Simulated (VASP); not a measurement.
# N (P4_2/mnm) in VASP: notebook

One crystal, N, is run at these levels: PBEsol; tasks: single point.

All numbers are computed with VASP 6.6.1; they aren't measurements. Logs are shortened: lines on timing, memory, paths and dates and some standing lists are left out, and cuts for length are marked.

### Step 1. The crystal as given

It takes space group P4_2/mnm (No. 136, tetragonal). The conventional cell has a = 4.084 Å, b = 4.084 Å, c = 5.346 Å, α = 90.00°, β = 90.00°, γ = 90.00°. N (site symmetry m2m) is surrounded by 1 N at 1.11 Å.

### Step 2. Single point, PBEsol

File INCAR:

```
PREC = Accurate
ENCUT = 280
EDIFF = 1E-6
ISMEAR = 0
SIGMA = 0.05
LREAL = F
LASPH = T
NELM = 100
ALGO = Normal
ISIF = 2
LWAVE = F
LCHARG = F
GGA = PS
ADDGRID = F
```

File KPOINTS:

```
regular mesh
0
Gamma
  3 3 2
```

File POSCAR:

```
N
1.0
    4.0840619700      0.0000000000      0.0000000000
    0.0000000000      4.0840619700      0.0000000000
    0.0000000000      0.0000000000      5.3459132500
N
4
Direct
    0.4042752000      0.5957248000      0.5000000000
    0.0957248000      0.0957248000      0.0000000000
    0.5957248000      0.4042752000      0.5000000000
    0.9042752000      0.9042752000      0.0000000000
```

Potentials or basis: VASP PAW PBE potentials, release 64 (N).

Launch:

```bash
$ cat potpaw_PBE.64/N/POTCAR > POTCAR
$ mpirun -np 1 vasp_std > vasp.out
```

OUTCAR:

```text
PREC = Accurate
   ENCUT = 280
   EDIFF = 1E-6
   ISMEAR = 0
   LREAL = F
   LASPH = T
   NELM = 100
   ISIF = 2
   GGA = PS

 Found      6 irreducible k-points:

 Following reciprocal coordinates:
            Coordinates               Weight
  0.000000  0.000000  0.000000      1.000000
  0.333333  0.000000  0.000000      4.000000
  0.333333  0.333333  0.000000      4.000000
  0.000000  0.000000  0.500000      1.000000
  0.333333  0.000000  0.500000      4.000000
  0.333333  0.333333  0.500000      4.000000
   k-points           NKPTS =      6   k-points in BZ     NKDIM =      6   number of bands    NBANDS=     14
   number of dos      NEDOS =    301   number of ions     NIONS =      4
   total plane-waves  NPLWV =  17280
   dimension x,y,z NGX =    24 NGY =   24 NGZ =   30
   dimension x,y,z NGXF=    48 NGYF=   48 NGZF=   60
   ions per type =               4
   NGX,Y,Z   is equivalent  to a cutoff of   9.77,  9.77,  9.33 a.u.
   NGXF,Y,Z  is equivalent  to a cutoff of  19.54, 19.54, 18.66 a.u.
 SYSTEM =  unknown system
   PREC   = accura    normal or accurate (medium, high low for compatibility)
   ISTART =      0    job   : 0-new  1-cont  2-samecut
   ICHARG =      2    charge: 1-file 2-atom 10-const
   ISPIN  =      1    spin polarized calculation?
   LNONCOLLINEAR =      F non collinear calculations
   LSORBIT =      F    spin-orbit coupling
   LASPH  =      T    aspherical Exc in radial PAW
   ENCUT  =  280.0 eV  20.58 Ry    4.54 a.u.   5.57  5.57  7.29*2*pi/ulx,y,z
   NELM   =    100;   NELMIN=  2; NELMDL= -5     # of ELM steps
   EDIFF  = 0.1E-05   stopping-criterion for ELM
   LREAL  =      F    real-space projection
   EDIFFG = 0.1E-04   stopping-criterion for IOM
   NSW    =      0    number of steps for IOM
   IBRION =     -1    ionic relax: 0-MD 1-quasi-New 2-CG
   NFREE  =      0    steps in history (QN), initial steepest desc. (CG)
   ISIF   =      2    stress and relaxation
   ISYM   =      2    0-nonsym 1-usesym 2-fastsym
   POTIM  = 0.5000    time-step for ionic-motion
   TEBEG  =    0.0;   TEEND  =   0.0 temperature during run
   PSTRESS=    0.0 pullay stress
   NELECT =      20.0000    total number of electrons
   NUPDOWN=      -1.0000    fix difference up-down
   EMIN   =  10.00;   EMAX   =-10.00  energy-range for DOS
   EFERMI =   0.00;   METHOD = LEGACY
   ISMEAR =     0;   SIGMA  =   0.05  broadening in eV -4-tet -1-fermi 0-gaus
   EFERMI_NEDOS =   21; number of points for ismear=-14 and -15
   IALGO  =     38    algorithm
   IMIX   =      4    mixing-type and parameters
     AMIX     =   0.40;   BMIX     =  1.00
     AMIX_MAG =   1.60;   BMIX_MAG =  1.00
  volume/ion in A,a.u.               =      22.29       150.43
  Fermi-wavevector in a.u.,A,eV,Ry     =   0.994678  1.879669 13.461399  0.989385
  Thomas-Fermi vector in A             =   2.126646
   LORBIT       =      0    0 simple, 1 ext, 2 COOP (PROOUT), +10 PAW based schemes
   GGA     = PS    functional components
   LHFCALC =     F    Hartree Fock is set to
   AEXX    =    0.0000 exact exchange contribution
   IVDW    =     0    specifies the selected vdW correction
   LEPSILON=     F    determine dielectric tensor
   LRPA    =     F    only Hartree local field effects (RPA)
 non-spin polarized calculation
 Gauss-broadening in eV      SIGMA  =   0.05
  energy-cutoff  :      280.00
  volume of cell :       89.17
 maximum number of plane-waves:       959
 NGX is ok and might be reduce to    24
   NGX = 11   NGY = 11   NGZ = 15

 number of electron      19.9999971 magnetization

 Free energy of the ion-electron system (eV)
  ---------------------------------------------------
  ext. energy  EPLUGINS =         0.00000000
  ---------------------------------------------------
  free energy    TOTEN  =       -33.77255148 eV

  energy without entropy =      -33.77255148  energy(sigma->0) =      -33.77255148

 E-fermi :  -6.0178     XC(G=0):  -6.5381

 val. band max:       -6.2853200626   @ k =   0.3333   0.3333   0.0000
 cond. band min:       0.5345108338   @ k =   0.0000   0.0000   0.0000
 fundamental gap:      6.8198308964
 Fermi energy:        -6.0177875513

 k-point     1 :       0.0000    0.0000    0.0000
  band No.  band energies     occupation
      1     -24.9449      2.00000
      2     -24.9075      2.00000
      3      -9.8815      2.00000
      4      -9.8815      2.00000
      5      -8.4717      2.00000
      6      -7.8314      2.00000
      7      -7.8314      2.00000
      8      -7.7071      2.00000
      9      -7.2492      2.00000
     10      -6.4922      2.00000
     11       0.5345      0.00000
     12       1.5369      0.00000
     13       1.8433      0.00000
     14       1.8433      0.00000

 k-point     2 :       0.3333    0.0000    0.0000
  band No.  band energies     occupation
      1     -24.9327      2.00000
      2     -24.9032      2.00000
      3     -10.0657      2.00000
      4     -10.0551      2.00000
      5      -8.2411      2.00000
      6      -8.0549      2.00000
      7      -7.9796      2.00000
      8      -7.8601      2.00000
      9      -6.7369      2.00000
     10      -6.4172      2.00000
     11       1.2274      0.00000
     12       1.6819      0.00000
     13       1.7355      0.00000
     14       1.7358      0.00000

 k-point     3 :       0.3333    0.3333    0.0000
  band No.  band energies     occupation
      1     -24.9174      2.00000
      2     -24.8948      2.00000
      3     -10.1999      2.00000
      4     -10.1820      2.00000
      5      -8.1618      2.00000
      6      -8.0984      2.00000
      7      -8.0728      2.00000
      8      -7.9342      2.00000
      9      -6.4438      2.00000
     10      -6.2853      2.00000
     11       1.5075      0.00000
     12       1.5300      0.00000
     13       1.8954      0.00000
     14       2.1510      0.00000

 k-point     4 :       0.0000    0.0000    0.5000
  band No.  band energies     occupation
      1     -24.9265      2.00000
      2     -24.9265      2.00000
      3      -9.8749      2.00000
      4      -9.8749      2.00000
      5      -8.2305      2.00000
      6      -8.2305      2.00000
      7      -7.8426      2.00000
      8      -7.8426      2.00000
      9      -6.7184      2.00000
     10      -6.7184      2.00000
     11       0.9835      0.00000
     12       0.9835      0.00000
     13       1.8341      0.00000
     14       1.8341      0.00000

 k-point     5 :       0.3333    0.0000    0.5000
  band No.  band energies     occupation
      1     -24.9192      2.00000
      2     -24.9192      2.00000
      3     -10.0781      2.00000
      4     -10.0781      2.00000
      5      -8.2082      2.00000
      6      -8.2082      2.00000
      7      -7.8200      2.00000
      8      -7.8200      2.00000
      9      -6.5888      2.00000
     10      -6.5888      2.00000
     11       1.2567      0.00000
     12       1.2567      0.00000
     13       1.8525      0.00000
     14       1.8525      0.00000

 k-point     6 :       0.3333    0.3333    0.5000
  band No.  band energies     occupation
      1     -24.9058      2.00000
      2     -24.9039      2.00000
      3     -10.1990      2.00000
      4     -10.1626      2.00000
      5      -8.3427      2.00000
      6      -8.1201      2.00000
      7      -7.9916      2.00000
      8      -7.8590      2.00000
      9      -6.3770      2.00000
     10      -6.3344      2.00000
     11       1.4143      0.00000
     12       1.4695      0.00000
     13       2.0518      0.00000
     14       2.1535      0.00000

------------------------ aborting loop because EDIFF is reached ----------------------------------------

  FORCE on cell =-STRESS in cart. coord.  units (eV):
  Direction    XX          YY          ZZ          XY          YZ          ZX
  --------------------------------------------------------------------------------------
  -------------------------------------------------------------------------------------
  Total      -12.4490690    -12.4490690    -13.4939867     -0.0000000      0.0000000      0.0000000
  in kB     -223.6870807   -223.6870807   -242.4623477     -0.0000000      0.0000000      0.0000000
  external PRESSURE =    -229.9455030 kB  Pullay stress =       0.0000000 kB

 VOLUME and BASIS-vectors are now :
 -----------------------------------------------------------------------------
  energy-cutoff  :      280.00
  volume of cell :       89.17
      direct lattice vectors                 reciprocal lattice vectors
     4.084061970  0.000000000  0.000000000     0.244854267  0.000000000  0.000000000
     0.000000000  4.084061970  0.000000000     0.000000000  0.244854267  0.000000000
     0.000000000  0.000000000  5.345913250     0.000000000  0.000000000  0.187058778

 POSITION                                       TOTAL-FORCE (eV/Angst)
 -----------------------------------------------------------------------------------
      1.65108      2.43298      2.67296        -1.425226      1.425226      0.000000
      0.39095      0.39095      0.00000         1.425226      1.425226      0.000000
      2.43298      1.65108      2.67296         1.425226     -1.425226     -0.000000
      3.69312      3.69312      0.00000        -1.425226     -1.425226     -0.000000
 -----------------------------------------------------------------------------------
    total drift:                                0.000000     -0.000000      0.000000

  FREE ENERGIE OF THE ION-ELECTRON SYSTEM (eV)
  ---------------------------------------------------
  free  energy   TOTEN  =       -33.7725514813 eV

  energy  without entropy=      -33.7725514813  energy(sigma->0) =      -33.77255148
```

Wall time 3.3 s (1 thread of Intel Xeon Platinum 8259CL at 2.50GHz (Skylake/Cascade Lake), shared host); peak memory 0.13 GiB.

The run converged, but a check on its numbers failed (symmetry, net force, bounds or a known fault of this set-up), so they aren't taken as properties of the crystal.

Caveat: the k mesh is coarse (spacing up to 0.59 Å⁻¹), so the values aren't converged; the cutoff lies under the usual one of these potentials, so the numbers hold a large basis-set error; the standard files for N, O and F lose accuracy on very short bonds; the PAW data sets were made with another functional, which shifts forces and pressure a little; an odd mesh through Γ misses points on the zone boundary, where band edges often lie.

### Step 3. Single point, PBEsol

INCAR: that of step 2 with these lines changed.

```diff
@@ -1,3 +1,3 @@
 PREC = Accurate
-ENCUT = 280
+ENCUT = 520
 EDIFF = 1E-6
```

File KPOINTS:

```
regular mesh
0
Gamma
  2 2 2
```

POSCAR is that of step 2.

Potentials or basis: VASP PAW PBE potentials, release 64 (N).

Launch:

```bash
$ cat potpaw_PBE.64/N/POTCAR > POTCAR
$ mpirun -np 1 vasp_std > vasp.out
```

It took 6.9 s on 1 thread of Intel Xeon Platinum 8259CL at 2.50GHz (Skylake/Cascade Lake), shared host; peak memory 0.17 GiB.

These settings aren't checked as converged: the numbers below hold their error.

Results:

| Quantity | Value |
| --- | --- |
| Free energy | -34.1399 eV |
| Pressure | 1.2 GPa |
| Largest force | 0.868 eV/Å |
| Band gap on the k mesh | 6.83 eV, indirect (least direct gap 7.03 eV) |

Caveat: the k mesh is coarse (spacing up to 0.77 Å⁻¹), so the values aren't converged; the standard files for N, O and F lose accuracy on very short bonds; the PAW data sets were made with another functional, which shifts forces and pressure a little.

### Step 4. Single point, PBEsol

INCAR: that of step 3 with these lines changed.

```diff
@@ -1,3 +1,3 @@
 PREC = Accurate
-ENCUT = 520
+ENCUT = 650
 EDIFF = 1E-6
```

KPOINTS is that of step 3.

POSCAR is that of step 3.

Potentials or basis: VASP PAW PBE potentials, release 64 (N).

Launch:

```bash
$ cat potpaw_PBE.64/N/POTCAR > POTCAR
$ mpirun -np 1 vasp_std > vasp.out
```

OUTCAR:

```text
PREC = Accurate
   ENCUT = 650
   EDIFF = 1E-6
   ISMEAR = 0
   LREAL = F
   LASPH = T
   NELM = 100
   ISIF = 2
   GGA = PS

 Found      6 irreducible k-points:

 Following reciprocal coordinates:
            Coordinates               Weight
  0.000000  0.000000  0.000000      1.000000
  0.500000  0.000000  0.000000      2.000000
  0.500000  0.500000  0.000000      1.000000
  0.000000  0.000000  0.500000      1.000000
  0.500000  0.000000  0.500000      2.000000
[... 179 lines left out ...]

  FORCE on cell =-STRESS in cart. coord.  units (eV):
  Direction    XX          YY          ZZ          XY          YZ          ZX
  --------------------------------------------------------------------------------------
  -------------------------------------------------------------------------------------
  Total        0.8874188      0.8874188      0.0739184      0.0000000      0.0000000      0.0000000
  in kB       15.9452982     15.9452982      1.3281798      0.0000000      0.0000000      0.0000000
  external PRESSURE =      11.0729254 kB  Pullay stress =       0.0000000 kB

 VOLUME and BASIS-vectors are now :
 -----------------------------------------------------------------------------
  energy-cutoff  :      650.00
  volume of cell :       89.17
      direct lattice vectors                 reciprocal lattice vectors
     4.084061970  0.000000000  0.000000000     0.244854267  0.000000000  0.000000000
     0.000000000  4.084061970  0.000000000     0.000000000  0.244854267  0.000000000
     0.000000000  0.000000000  5.345913250     0.000000000  0.000000000  0.187058778

 POSITION                                       TOTAL-FORCE (eV/Angst)
 -----------------------------------------------------------------------------------
      1.65108      2.43298      2.67296        -0.545623      0.545623      0.000000
      0.39095      0.39095      0.00000         0.545623      0.545623      0.000000
      2.43298      1.65108      2.67296         0.545623     -0.545623      0.000000
      3.69312      3.69312      0.00000        -0.545623     -0.545623     -0.000000
 -----------------------------------------------------------------------------------
    total drift:                                0.000000      0.000000     -0.000000

  FREE ENERGIE OF THE ION-ELECTRON SYSTEM (eV)
  ---------------------------------------------------
  free  energy   TOTEN  =       -34.1623080106 eV

  energy  without entropy=      -34.1623080106  energy(sigma->0) =      -34.16230801
```

stdout:

```text
POSCAR found type information on POSCAR N
 POSCAR found :  1 types and       4 ions
 scaLAPACK will be used
 -----------------------------------------------------------------------------
|                                                                             |
|                                                                             |
|     You enforced a specific xc type in the INCAR file but a different       |
|     I HOPE YOU KNOW WHAT YOU ARE DOING!                                     |
|                                                                             |
 -----------------------------------------------------------------------------

 LDA part: xc-table for (Slater+PW92), standard interpolation
 POSCAR, INCAR and KPOINTS ok, starting setup
 FFT: planning ... GRIDC
 FFT: planning ... GRID_SOFT
 FFT: planning ... GRID
 WAVECAR not read
 entering main loop
```

Run time: 9.4 s. Hardware: 1 thread of Intel Xeon Platinum 8259CL at 2.50GHz (Skylake/Cascade Lake), shared host; peak memory 0.22 GiB.

These settings aren't checked as converged: the numbers below hold their error.

Results:

- Free energy: -34.1623 eV
- Pressure: 1.1 GPa
- Largest force: 0.772 eV/Å
- Band gap on the k mesh: 6.83 eV, indirect (least direct gap 7.03 eV)

Caveat: the k mesh is coarse (spacing up to 0.77 Å⁻¹), so the values aren't converged; the standard files for N, O and F lose accuracy on very short bonds; the PAW data sets were made with another functional, which shifts forces and pressure a little.

(Part 1 of 2 ends here.)
